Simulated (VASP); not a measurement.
A run of VASP 6.6.1:

Contents of INCAR:

```
  ALGO = Normal
  EDIFF = 1E-6
  ENCUT = 520
  GGA = PS
  ISIF = 2
  ISMEAR = 0
  LASPH = T
  LCHARG = T
  LELF = T
  LREAL = F
  LVHAR = T
  LWAVE = F
  NBANDS = 14
  NELM = 80
  PREC = Accurate
  SIGMA = 0.02
```

File KPOINTS:

```
k-points
0
Gamma
  10 10 10
```

The input POSCAR:

```
HfN
3.1905
    0.000000000000      0.707099200752      0.707099200752
    0.707099200752      0.000000000000      0.707099200752
    0.707099200752      0.707099200752      0.000000000000
Hf N
1 1
Direct
    0.0000000000      0.0000000000      0.0000000000
    0.5000000000      0.5000000000      0.5000000000
```

Potentials or basis: VASP PAW PBE potentials, release 64 (Hf_pv, N).

The run is started by

```sh
$ cat potpaw_PBE.64/Hf_pv/POTCAR potpaw_PBE.64/N/POTCAR > POTCAR
$ mpirun -np 1 vasp_std > vasp.out
```

Hardware: 1 thread of Intel(R) Xeon(R) Platinum 8488C (Sapphire Rapids) (shared host).

Question: How long does it take, and how much memory?

Answer: Run time: 15 s on 1 thread of Intel(R) Xeon(R) Platinum 8488C (Sapphire Rapids) (shared host), peak memory 0.14 GiB. Counts: scf iterations 13, k points 47.
